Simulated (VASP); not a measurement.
Input of a VASP 6.6.1 run:

Contents of INCAR:

```
ALGO = Normal ; EDIFF = 1E-6
EDIFFG = -0.01 ; ENCUT = 600
GGA = PE ; IBRION = 2
ISIF = 3 ; ISMEAR = 0
LASPH = T ; LCHARG = F
LREAL = F ; LWAVE = F
NELM = 80 ; NSW = 90
PREC = Accurate ; SIGMA = 0.03
```

The input KPOINTS:

```
k-points
0
Gamma
  8 8 8
```

File POSCAR:

```
ZnSe
1.0
    0.0000000000      2.8338000000      2.8338000000
    2.8338000000      0.0000000000      2.8338000000
    2.8338000000      2.8338000000      0.0000000000
Zn Se
1 1
Direct
    0.0000000000      0.0000000000      0.0000000000
    0.2500000000      0.2500000000      0.2500000000
```

Potentials or basis: VASP PAW PBE potentials, release 64 (Zn, Se).

The run is started by

```console
$ cat potpaw_PBE.64/Zn/POTCAR potpaw_PBE.64/Se/POTCAR > POTCAR
$ mpirun -np 1 vasp_std > vasp.out
```

Question: What does it give for the relaxed volume?

Answer: 23.66 Å³/atom.

Question: Estimate the relaxed cell.

Answer: a = 4.060 Å, b = 4.060 Å, c = 4.060 Å, α = 60.00°, β = 60.00°, γ = 60.00°.

Final structure:
```xyz
2
Lattice="0.0000 2.8710 2.8710 2.8710 0.0000 2.8710 2.8710 2.8710 0.0000" Properties=species:S:1:pos:R:3 pbc="T T T"
Zn    0.0000    2.8710    2.8710
Se    1.4355    1.4355    1.4355
```

PBE usually gives volumes a little too large and moduli too small. Zero-point motion and thermal expansion aren't in these numbers.
